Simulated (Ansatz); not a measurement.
# As monolayer under biaxial strain in the plane of the sheet

Wanted: the shifts of the zone-centre modes of As monolayer with strain.

Main program and level: Ansatz 0.2.0; DFT PBE, scalar-relativistic, plane waves, PAW; PAW set soft_1.

## (1) Starting point

The cell holds 2 atoms: 2 As. Cell: a = 3.610 Å, b = 3.610 Å, c = 26.580 Å, α = 90.0°, β = 90.0°, γ = 120.0°. Vacuum lies along c. The height across the vacuum is the one that the program set for its solve, not the one typed.

## (2) Relaxation

The cell and atoms are relaxed, since residual forces and stress would shift the frequencies. The program lengthens the typed cell of 20.0 Å along the normal to 26.6 Å, as its cut-off of the electrostatics needs, and moves no atom.

Input file input.yaml:

```yaml
crystal:
  lattice:
    - [3.61, 0.0, 0.0]
    - [-1.805, 3.12635, 0.0]
    - [0.0, 0.0, 20.0]
  atoms:
    - { symbol: As, position: [0.333333, 0.666667, 0.53475] }
    - { symbol: As, position: [0.666667, 0.333333, 0.46525] }
  periodic: [true, true, false]
kpoints:
  mp_grid: { grid: [9, 9, 1] }
hamiltonian:
  xc: pbe
  pseudopotentials: { kind: paw, azcp: { folder: soft_1 } }
scf:
  occupations: { method: gaussian, width: 0.02 }
output:
  forces: true
  stress: true
  eigenvalues: true
relax:
  adjacent_minimum: "off"
  f_tol: 0.005
  max_steps: 80
  cell: { stress_2d_tol: 0.02 }
```

Command:

```console
> ansatz run input.yaml --threads 4 --pin off --max-ram 16384MiB --backend cpu --events-out ev --progress --plain --runs-dir out
```

Numbers of over 12 decimals in the logs are rounded to 6 here.

The program printed:

```text
Warning: crystal.periodic: the lattice vector that does not repeat stood 0.000° off the slab's normal, 20.000 Å along it as the deck builds it. The run solves the slab on a vector along the normal, 26.580 Å long, with every atom where it was (on the deck's vector they left 18.61 Å outside them, and the widest stretch free of ions among them is 1.39 Å). A fractional position that the run reports is one of the run's ce [...]
Warning: the atoms were moved onto the symmetric positions of the space group found under crystal.symmetry.tolerance 1.0e-5 (fractional; no operation is sought that the atoms, as they stand in a round, miss by more than twice it, and no atom is moved by as much as it), and the run uses the moved positions. Before a round's move an operation carried an atom to 3.61e-6 Å from where it should land, the largest such dist [...]
crystal.periodic: the lattice vector that does not repeat stood 0.000° off the slab's normal, 20.000 Å along it as the deck builds it. The run solves the slab on a vector along the normal, 26.580 Å long, with every atom where it was (on the deck's vector they left 18.61 Å outside them, and the widest stretch free of ions among them is 1.39 Å). A fractional position that the run reports is one of the run's cell, which [...]
Engine: ansatz 0.2.0, x86_64-unknown-linux-gnu
Pseudopotentials: kind: paw
Pseudopotential: As, paw, valence charge 15, recommended cutoff 420 eV (normal), soft_1/As.paw.azcp
Functional definition: PBE
  parameter kappa = 0.804
  parameter beta = 0.066725
  exchange = pbe_x(kappa = kappa, mu = beta*pi^2/3)
  correlation = pbe_c(beta = beta)
Crystal: 2 atoms, lattice volume = 299.985 Å³
Basis set: ecut = 420 eV, 5801 PW (Γ), exchange–correlation on 50×50×360 points (8 copies of the dense FFT grid, shifted against one another)
Bands: 19, of which v1, the nominal top of the filled ones, is band 15 counted from 1 (14 counted from 0)
Symmetry: 12 space group operations
Space group: P-3m1 (ITA 164), of the structure as read, at distance tolerance 6.7e-5 Å
k-points: 12 of 81
Non-local potential: As, projectors of the file, l = 0: 2, l = 1: 2, l = 2: 3, l = 3: 1
PAW form: soft (Blöchl's): semilocal exchange-correlation on the pseudo side does not see the compensation charge
PAW one-centre angular grid: As, 590 points (default); XC on 64 Gauss nodes
Initial density: superposition of atomic densities (neutral atoms: chi_scale 0, normalization atom)
Initial wavefunctions: pseudopotential atomic-orbital guess
Functional: x = pbe(κ = 0.804, μ = 0.219515), c = pbe(β = 0.066725)
iter 1 solved again at ethr=9.59e-4 eV; its pass at ethr=3.10e-3 eV (dr2=2.88e-1 eV) is discarded
SCF iter   1: F=—  HF=-9712.324944 eV  |F-HF|=—  |Δ(HF+E_count)|=         —  Δρ=1.09e-2  dr2=2.88e-1  ethr=9.59e-4  ⟨swp⟩=1.8  Hψ=1896  notcnv=0
preconditioner: auto → none  [insulator: Δε(μ)=1.752 eV  Ē_g=9.568 eV  σ=0.020 eV  W_gap=1.00  n_scr=14 (ndim 8)  ℏωp=6.8 eV  f_vac=0.787  D(μ)=0.00/eV (n_scr^D=0)  ε∞_Penn≈1.5]
SCF iter   2: F=—  HF=-9712.283848 eV  |F-HF|=—  |Δ(HF+E_count)|=   4.11e-2  Δρ=5.14e-3  dr2=5.07e-2  ethr=9.59e-4  ⟨swp⟩=3.1  Hψ=353  notcnv=0
SCF iter   3: F=—  HF=-9712.280627 eV  |F-HF|=—  |Δ(HF+E_count)|=   3.22e-3  Δρ=8.42e-4  dr2=2.48e-3  ethr=1.69e-4  ⟨swp⟩=4.0  Hψ=504  notcnv=0
SCF iter   4: F=—  HF=-9712.279801 eV  |F-HF|=—  |Δ(HF+E_count)|=   8.27e-4  Δρ=2.72e-4  dr2=6.70e-5  ethr=8.26e-6  ⟨swp⟩=3.6  Hψ=543  notcnv=0
SCF iter   5: F=—  HF=-9712.279830 eV  |F-HF|=—  |Δ(HF+E_count)|=   2.88e-5  Δρ=4.10e-5  dr2=1.64e-6  ethr=2.23e-7  ⟨swp⟩=2.9  Hψ=310  notcnv=0
SCF iter   6: F=—  HF=-9712.279830 eV  |F-HF|=—  |Δ(HF+E_count)|=   4.83e-7  Δρ=5.07e-6  dr2=1.64e-7  ethr=3.33e-10  ⟨swp⟩=11.5  Hψ=1419  notcnv=0
iter 7 did not close the SCF: its close was put off until two iterations running show no level that it waits for move by more than its bar (scf_convergence_deferred on its scf_iter line)
SCF iter   7: F=-9712.279830 eV  HF=-9712.279830 eV  |F-HF|=1.89e-9  |Δ(HF+E_count)|=   8.54e-8  Δρ=8.18e-7  dr2=2.54e-9  ethr=3.33e-10  ⟨swp⟩=5.9  Hψ=998  notcnv=0
SCF iter   8: F=-9712.279830 eV  HF=-9712.279830 eV  |F-HF|=1.75e-10  |Δ(HF+E_count)|=  2.58e-10  Δρ=1.72e-7  dr2=5.63e-11  ethr=8.46e-12  ⟨swp⟩=1.8  Hψ=761  notcnv=0
SCF 1 converged in 8 iterations: F = -9712.279830 eV  dr2 = 5.63e-11
  greatest PAW one-centre occupation: 0.999 electrons in one spin orbital (limit 2), on the As atom at site 1 (counted from 0), in its partial waves of l = 2
relax step   1: F+E_penalty+E_count = -9712.27983006 eV  Δ(F+E_penalty+E_count) = +0.000e0 eV  max|allowed force component| = 3.799e-3 eV/Å  Δτ_max = 0.0000 Å  P = -0.067 N/m  Ω = 299.985 Å³  fix = [c, alpha, beta]  reactions: c -0.000 N/m  (8 SCF iters, dr2 threshold 1.00e-7 eV, accepted)
Crystal: 2 atoms, lattice volume = 299.517 Å³
Initial density: handed on by an earlier stage of this run
Initial wavefunctions: those handed on with the density
iter 1 solved again at ethr=1.84e-8 eV; its pass at ethr=3.10e-3 eV (dr2=5.52e-6 eV) is discarded
SCF iter   1: F=—  HF=-9712.279883 eV  |F-HF|=—  |Δ(HF+E_count)|=         —  Δρ=2.99e-5  dr2=5.54e-6  ethr=1.84e-8  ⟨swp⟩=3.8  Hψ=1537  notcnv=0
preconditioner: auto → none  [insulator: Δε(μ)=1.635 eV  Ē_g=9.428 eV  σ=0.020 eV  W_gap=1.00  n_scr=14 (ndim 8)  ℏωp=6.8 eV  f_vac=0.794  D(μ)=0.00/eV (n_scr^D=0)  ε∞_Penn≈1.5]
SCF iter   2: F=—  HF=-9712.279883 eV  |F-HF|=—  |Δ(HF+E_count)|=   2.39e-7  Δρ=1.25e-5  dr2=2.12e-7  ethr=1.84e-8  ⟨swp⟩=2.9  Hψ=373  notcnv=0
SCF iter   3: F=—  HF=-9712.279883 eV  |F-HF|=—  |Δ(HF+E_count)|=   3.60e-8  Δρ=5.96e-6  dr2=4.56e-8  ethr=2.85e-11  ⟨swp⟩=9.6  Hψ=1341  notcnv=0
SCF iter   4: F=—  HF=-9712.279883 eV  |F-HF|=—  |Δ(HF+E_count)|=   2.33e-8  Δρ=2.55e-6  dr2=9.28e-9  ethr=1.52e-10  ⟨swp⟩=2.4  Hψ=411  notcnv=0
SCF iter   5: F=-9712.279883 eV  HF=-9712.279883 eV  |F-HF|=1.29e-10  |Δ(HF+E_count)|=   1.23e-9  Δρ=5.37e-7  dr2=4.23e-10  ethr=2.85e-11  ⟨swp⟩=4.9  Hψ=847  notcnv=0
SCF 2 converged in 5 iterations: F = -9712.279883 eV  dr2 = 4.23e-10
relax step   2: F+E_penalty+E_count = -9712.27988296 eV  Δ(F+E_penalty+E_count) = -5.290e-5 eV  max|allowed force component| = 9.657e-3 eV/Å  Δτ_max = 0.0006 Å  P = -0.023 N/m  Ω = 299.517 Å³  energy of the carried Pulay correction = +1.192e-5 eV  fix = [c, alpha, beta]  reactions: c -0.000 N/m  (5 SCF iters, dr2 threshold 8.56e-9 eV, accepted)
Crystal: 2 atoms, lattice volume = 299.111 Å³
Basis set: ecut = 420 eV, 5789 PW (Γ), exchange–correlation on 50×50×360 points (8 copies of the dense FFT grid, shifted against one another)
iter 1 solved again at ethr=1.33e-7 eV; its pass at ethr=3.10e-3 eV (dr2=4.00e-5 eV) is discarded
SCF iter   1: F=—  HF=-9712.279751 eV  |F-HF|=—  |Δ(HF+E_count)|=         —  Δρ=1.03e-4  dr2=3.54e-5  ethr=1.33e-7  ⟨swp⟩=3.0  Hψ=1478  notcnv=0
preconditioner: auto → none  [insulator: Δε(μ)=1.650 eV  Ē_g=9.447 eV  σ=0.020 eV  W_gap=1.00  n_scr=14 (ndim 8)  ℏωp=6.8 eV  f_vac=0.794  D(μ)=0.00/eV (n_scr^D=0)  ε∞_Penn≈1.5]
SCF iter   2: F=—  HF=-9712.279745 eV  |F-HF|=—  |Δ(HF+E_count)|=   5.86e-6  Δρ=4.56e-5  dr2=3.06e-6  ethr=1.18e-7  ⟨swp⟩=3.5  Hψ=433  notcnv=0
SCF iter   3: F=—  HF=-9712.279748 eV  |F-HF|=—  |Δ(HF+E_count)|=   2.43e-6  Δρ=1.51e-5  dr2=2.83e-7  ethr=1.02e-8  ⟨swp⟩=2.2  Hψ=276  notcnv=0
SCF iter   4: F=—  HF=-9712.279748 eV  |F-HF|=—  |Δ(HF+E_count)|=   1.17e-7  Δρ=2.70e-6  dr2=1.35e-8  ethr=9.45e-10  ⟨swp⟩=3.2  Hψ=341  notcnv=0
SCF iter   5: F=-9712.279748 eV  HF=-9712.279748 eV  |F-HF|=5.38e-10  |Δ(HF+E_count)|=   1.17e-9  Δρ=5.53e-7  dr2=4.98e-10  ethr=1.94e-11  ⟨swp⟩=8.7  Hψ=1255  notcnv=0
SCF 3 converged in 5 iterations: F = -9712.279748 eV  dr2 = 4.98e-10
relax step   3: F+E_penalty+E_count = -9712.27974773 eV  Δ(F+E_penalty+E_count) = +1.352e-4 eV  max|allowed force component| = 6.060e-2 eV/Å  Δτ_max = 0.0024 Å  P = +0.068 N/m  Ω = 299.111 Å³  energy of the carried Pulay correction = +2.230e-5 eV  fix = [c, alpha, beta]  (5 SCF iters, dr2 threshold 5.83e-9 eV, rejected (line search))
[...]
relax step   4: F+E_penalty+E_count = -9712.27989365 eV  Δ(F+E_penalty+E_count) = -1.070e-5 eV  max|allowed force component| = 6.323e-5 eV/Å  Δτ_max = 0.0003 Å  P = -0.000 N/m  Ω = 299.361 Å³  energy of the carried Pulay correction = +1.592e-5 eV  fix = [c, alpha, beta]  reactions: c -0.000 N/m  (7 SCF iters, accepted)
Initial wavefunctions: pseudopotential atomic-orbital guess (no wavefunctions were taken with the density)
iter 1 solved again at ethr=1.54e-7 eV; its pass at ethr=3.10e-3 eV (dr2=4.62e-5 eV) is discarded
SCF iter   1: F=—  HF=-9712.279871 eV  |F-HF|=—  |Δ(HF+E_count)|=         —  Δρ=1.23e-6  dr2=2.00e-9  ethr=1.54e-7  ⟨swp⟩=5.4  Hψ=2402  notcnv=0
eigensolver tolerance schedule: the retry pair's looser diagonalisation over-reported the residual by 23053.22 of it (diagonalisation noise at an unbounded share of the residual, at the tolerance the schedule requests for it); recorded, not acted on — ethr = c·dr2/N_el stays at c = 1.0e-1
preconditioner: auto → none  [insulator: Δε(μ)=1.635 eV  Ē_g=9.431 eV  σ=0.020 eV  W_gap=1.00  n_scr=14 (ndim 8)  ℏωp=6.8 eV  f_vac=0.794  D(μ)=0.00/eV (n_scr^D=0)  ε∞_Penn≈1.5]
SCF iter   2: F=—  HF=-9712.279878 eV  |F-HF|=—  |Δ(HF+E_count)|=   6.04e-6  Δρ=5.19e-7  dr2=1.14e-9  ethr=6.67e-12  ⟨swp⟩=5.2  Hψ=674  notcnv=0
SCF iter   3: F=—  HF=-9712.279878 eV  |F-HF|=—  |Δ(HF+E_count)|=  1.80e-10  Δρ=2.75e-7  dr2=1.04e-10  ethr=3.80e-12  ⟨swp⟩=2.0  Hψ=274  notcnv=0
SCF iter   4: F=—  HF=-9712.279878 eV  |F-HF|=—  |Δ(HF+E_count)|=  1.40e-10  Δρ=8.29e-8  dr2=1.43e-11  ethr=1.00e-12  ⟨swp⟩=3.6  Hψ=468  notcnv=0
SCF iter   5: F=—  HF=-9712.279878 eV  |F-HF|=—  |Δ(HF+E_count)|=  1.09e-11  Δρ=3.10e-8  dr2=3.97e-12  ethr=1.00e-12  ⟨swp⟩=1.2  Hψ=231  notcnv=0
SCF iter   6: F=-9712.279878 eV  HF=-9712.279878 eV  |F-HF|=4.55e-11  |Δ(HF+E_count)|=    0.00e0  Δρ=6.94e-9  dr2=1.27e-13  ethr=1.00e-12  ⟨swp⟩=9.8  Hψ=1345  notcnv=0
SCF 5 converged in 6 iterations: F = -9712.279878 eV  dr2 = 1.27e-13
relax step   5: F+E_penalty+E_count = -9712.27987750 eV  Δ(F+E_penalty+E_count) = +1.615e-5 eV  max|allowed force component| = 4.829e-5 eV/Å  Δτ_max = 0.0000 Å  P = -0.000 N/m  Ω = 299.361 Å³  fix = [c, alpha, beta]  reactions: c -0.000 N/m  stress off target by 2.46e-4 N/m on what of the cell is left free  SCF on the basis re-selected at this cell (its energy is not comparable with the rows above)  (6 SCF iters)
basis re-selected at this cell: Δ(F+E_penalty+E_count) = +1.615e-5 eV, ΔP = -0.000 N/m vs the last step (what re-selecting the basis moved, of the pressure what is left beyond the Pulay correction that the steps carried, after the strain that the cell walked since its last selection, with what the two solves' SCF thresholds leave and, on support functions, any second-order correction that the steps lacked; it is no m [...]
SCF converged after 6 iterations
Free energy (F): -9712.279878 eV
Harris-Foulkes:  -9712.279878 eV  (|F-HF|=4.55e-11)
Internal energy: -9712.279878 eV  (E = F + TS)
E sigma→0 (E₀):  -9712.279878 eV
Fermi energy:    -4.550941 eV
--- Per-component energies (eV) ---
  E_band       = -914.413950
  E_kinetic    = 192.144134
  E_local      = -45107.437426  (includes V_loc(G=0)·N_el)
  E_nonlocal   = -785.986604
  E_hartree    = 22578.472486
  E_xc         = -139.488429
  E_vxc        = -145.560885  (∫ρ·V_xc dr)
  E_paw        = -4026.744403  (= ΣΔE_a)
  E_vpaw       = -224.518155  (= ΣTr[D̂ρ^β])
  E_aug_tail   = -0.000014  (compensation charges beyond the density's cutoff)
  E_ewald      = 17576.760378
  E_smearing   = -0.000000  (= −TS)
  E_closure    = -0.000000  (closes the sum)
  Σ components = -9712.279878   (vs F -9712.279878, Δ=0.00e0)
--- Forces (eV/Å), atoms counted from 1 ---
  atom   1  As    -0.00000000     0.00000000    -0.00004829
  atom   2  As     0.00000000    -0.00000000     0.00004829
  max |Σ_I F_I| component: 2.89e-19 eV/Å
--- 2D stress c σ (N/m, compression-positive) ---
       -0.000246      -0.000000      -0.000000
       -0.000000      -0.000246       0.000000
       -0.000000       0.000000      -0.000000
  P = ½ c Tr σ = -0.0002 N/m
--- Band table (eV; the first three rows and the last of 12) ---
  k-point 0: bands = [... 11 lower, -12.5337, -5.9029, -5.3684, -5.3684, -3.4132, -1.8660, -1.8660, -0.5145]
  k-point 1: bands = [... 11 lower, -12.5179, -6.7002, -5.8293, -5.7107, -2.7664, -1.8207, -1.5226, -0.2850]
  k-point 2: bands = [... 11 lower, -12.6286, -8.2849, -6.3569, -5.7479, -3.4834, -1.0187 (-1.0187°), -1.0175, 0.1683]
  k-point 11: bands = [... 11 lower, -15.2908, -9.7081, -7.3426, -7.3426, -3.3397, -0.7827, -0.7827, 2.7362]
  ° read free of the cell's end (the report's vacuum.weakly_bound_levels)
--- Relaxed structure (4 steps of the walk, 3 accepted, 1 SCFs on fresh bases) ---
  F+E_penalty+E_count = -9712.27987750 eV   max|allowed force component| = 4.829e-5 eV/Å   (the final SCF, on the basis selected at the relaxed cell)
  cell:  # Å, volume = 299.3605 Å³
    - [3.606239, 0.0, 0]
    - [-1.803119, 3.123094, 0]
    - [0, 0, 26.58]
  atoms:
    - { symbol: As, position: [0.333333, 0.666667, 0.402383] }
    - { symbol: As, position: [0.666667, 0.333333, 0.350062] }
```

Run time: 4.9 s. Hardware: 4 threads of Intel Xeon Platinum 8488C (Sapphire Rapids), shared host; peak memory 0.64 GiB; 17 s of CPU time.

Relaxation path:

```csv
step,energy less that of the first step (eV),largest force component (eV/Å),volume (Å³)
1,0.0000,0.0038,299.99
2,-0.0001,0.0097,299.52
3,0.0001,0.0606,299.11
4,-0.0001,0.0001,299.36
5*,0.0000,0.0000,299.36
```

Relaxation steps marked * repeat the geometry before them on a plane-wave basis chosen anew for their cell, so energy and pressure can jump there. Relaxation step 3 was tried and not accepted.

Forces are held to the 12 operations that the run works with; a distortion that breaks them can't arise in this run.

```csv
cell as run,before,after,change
a (Å),3.610,3.606,-0.1 %
b (Å),3.610,3.606,-0.1 %
```

The relaxed structure:

```xyz
2
Lattice="3.6062 0.0000 0.0000 -1.8031 3.1231 0.0000 0.0000 0.0000 26.5800" Properties=species:S:1:pos:R:3
As    0.0000    2.0821   10.6954
As    1.8031    1.0410    9.3046
```

Numbers from this step:

| Quantity | Value |
| --- | --- |
| gap on the k-mesh | 1.635 eV |
| area per atom | 5.631 Å² |

## (3) Tight relaxation

Phonons need small forces and stress, so the relaxation is finished with tight tolerances on 9×9×1 k points.

input.yaml, the sections that differ from step 2:

```yaml
crystal:
  lattice:
    - [3.60623874, 0.0, 0.0]
    - [-1.80311937, 3.1230943609, 0.0]
    - [0.0, 0.0, 26.58]
  atoms:
    - { symbol: As, position: [0.3333333333, 0.6666666667, 0.402383496] }
    - { symbol: As, position: [0.6666666667, 0.3333333333, 0.3500619517] }
  periodic: [true, true, false]
scf:
  occupations: { method: fixed }
relax:
  adjacent_minimum: "off"
  f_tol: 0.001
  max_steps: 60
  cell: { stress_2d_tol: 0.002 }
# kpoints, hamiltonian, output: as in step 2
```

The program printed:

```text
[...]
Crystal: 2 atoms, lattice volume = 299.361 Å³
Basis set: ecut = 420 eV, 5801 PW (Γ), exchange–correlation on 50×50×360 points (8 copies of the dense FFT grid, shifted against one another)
Bands: 19, of which v1, the nominal top of the filled ones, is band 15 counted from 1 (14 counted from 0)
Symmetry: 12 space group operations
[...]
k-points: 12 of 81
[...]
° read free of the cell's end (the report's vacuum.weakly_bound_levels)
--- Relaxed structure (1 steps of the walk, 1 accepted, 1 SCFs on fresh bases) ---
[...]
cell:  # Å, volume = 299.3605 Å³
    - [3.606239, 0.0, 0.0]
    - [-1.803119, 3.123094, 0.0]
    - [0.0, 0.0, 26.58]
  atoms:
    - { symbol: As, position: [0.333333, 0.666667, 0.402383496] }
    - { symbol: As, position: [0.666667, 0.333333, 0.3500619517] }
[key lines of the parts left out:]
SCF converged after 6 iterations
Free energy (F): -9712.279878 eV
Fermi energy:    -5.368400 eV
P = ½ c Tr σ = -0.0002 N/m
```

Wall time 2.1 s (4 threads); peak memory 0.63 GiB; 7.5 s of CPU time.

Little changed from the start: no atom moved by 0.005 Å and no cell edge by 0.1 %.

The largest force component left is 0.048 meV/Å, within the tolerances set.

## (4) Modes at rest

Phonons follow from the second derivative of the energy, found here by linear response.

The modes at rest are the reference of the series.

Changes to input.yaml since step 3:

```diff
@@ -17,9 +17,4 @@
 output:
-  forces: true
-  stress: true
   eigenvalues: true
-relax:
-  adjacent_minimum: "off"
-  f_tol: 0.001
-  max_steps: 60
-  cell: { stress_2d_tol: 0.002 }
+phonons:
+  method: dfpt
```

The program printed:

```text
Warning: crystal.symmetry: narrowed to the stabiliser of the run's FFT grids — unitary ops 12 → 6. A phonons.method: dfpt run fills in the rows of the dynamical matrix that it does not solve by its symmetry operations, which is exact only for operations that map its FFT grids onto themselves: filled in by any other, the frequencies could depend on the order in which like atoms are typed, or, by more than the grids' own error, on where the crystal sits among the grids' points. Excluded: 6 operations. The run can therefore solve more perturbations, solve them on more k-points, or both, and cost more. [rest of the remark cut]
[...]
Crystal: 2 atoms, lattice volume = 299.361 Å³
Basis set: ecut = 420 eV, 5801 PW (Γ), exchange–correlation on 50×50×360 points (8 copies of the dense FFT grid, shifted against one another)
Bands: 19, of which v1, the nominal top of the filled ones, is band 15 counted from 1 (14 counted from 0)
Symmetry: 12 space group operations
k-points: 25 of 81 (irreducible under 2 space group operations, time reversal used)
[...]
SCF iter   8: F=-9712.279878 eV  HF=-9712.279878 eV  |F-HF|=9.09e-11  |Δ(HF+E_count)|=  2.93e-10  Δρ=1.82e-7  dr2=7.41e-11  ethr=1.00e-12  ⟨swp⟩=17.1  Hψ=5105  notcnv=0
SCF 1 converged in 8 iterations: F = -9712.279878 eV  dr2 = 7.41e-11
[...]
DFPT response loops at Γ: preconditioner auto → none (the input reference at scf.mixing.eps_inf says where Resta's filter doesn't serve); β = 0.50; Broyden in place of MSR1
SCF converged after 8 iterations
Free energy (F): -9712.279878 eV
[...]
Internal energy: -9712.279878 eV  (E = F + TS)
E sigma→0 (E₀):  -9712.279878 eV
Fermi energy:    -5.368401 eV
[...]
--- Band table (eV; the first three rows and the last of 25) ---
  k-point 0: bands = [... 11 lower, -12.5337, -5.9029, -5.3684, -5.3684, -3.4132, -1.8660, -1.8660, -0.5145]
  k-point 1: bands = [... 11 lower, -12.5179, -6.7002, -5.8293, -5.7107, -2.7664, -1.8207, -1.5226, -0.2850]
  k-point 2: bands = [... 11 lower, -12.6286, -8.2849, -6.3569, -5.7479, -3.4834, -1.0187 (-1.0187°), -1.0175, 0.1683]
  k-point 24: bands = [... 11 lower, -13.6200, -8.6469, -8.5173, -6.1330, -2.3657, -2.1921, -0.5353, 1.6126]
  ° read free of the cell's end (the report's vacuum.weakly_bound_levels)
--- Phonons (Γ-DFPT): 4 representative perturbations + reference, on 25 of 81 k-points (Σ response iterations 18) ---
  ASR residual: 8.556e-5 → 0.000e0 eV/Å²; symmetrization residual: 1.113e-5 eV/Å²
  The last average, over the group as it would stand without the narrowing to the FFT grids, took up to 5.329e-15 eV/Å² of the zone centre's force constants
  ASR residual per site (eV/Å²): 8.28e-5 8.56e-5
  Γ frequencies (cm⁻¹): 0.00 0.00 0.00 235.66 235.66 302.68
  non-analytic LO–TO correction: not included (Born effective charges unavailable; polar crystals: no LO–TO splitting at Γ)
```

Wall time 15 s (4 threads); peak memory 0.99 GiB.

Numbers from this step:

```yaml
sum_rule_residual_before_enforcement: 8.56e-5 eV/Å²
point_group: -3m
highest_optical_mode_at_the_zone_centre_no_lo_to_term: 302.7 cm⁻¹
lowest_optical_zone_centre_mode: 235.7 cm⁻¹
```

Patterns of degenerate modes are one choice out of their space. Modes at Γ:

```csv
mode,frequency (cm⁻¹),symmetry
1,0.0,acoustic
2,0.0,acoustic
3,0.0,acoustic
4,235.7,Eg
5,235.7,Eg
6,302.7,A1g
```

Displacements in mode 5 (235.7 cm⁻¹), the largest set to 1:
```
As1  0.21  1.00  0.00
As2 -0.21 -1.00  0.00
```

Displacements in mode 6 (302.7 cm⁻¹), the largest set to 1:
```
As1  0.00  0.00 -1.00
As2  0.00  0.00  1.00
```

Before it was imposed, the acoustic sum rule was missed by 8.6e-5 eV/Å². Small misses are needed for a sound result but don't prove that mesh and cutoff are converged. The lowest optical mode is real, 236 cm⁻¹.

[end of part 1 of 2]

[Logs are printed without paths, hosts, clocks, repeated set-up lines and the standing remarks that a program may print on its own settings, such as how far it seeks lower states.]

[Hosts, paths, dates, database ids (printed as entryN), source tags and the programs' standing remarks are cut or masked in the printed files.]
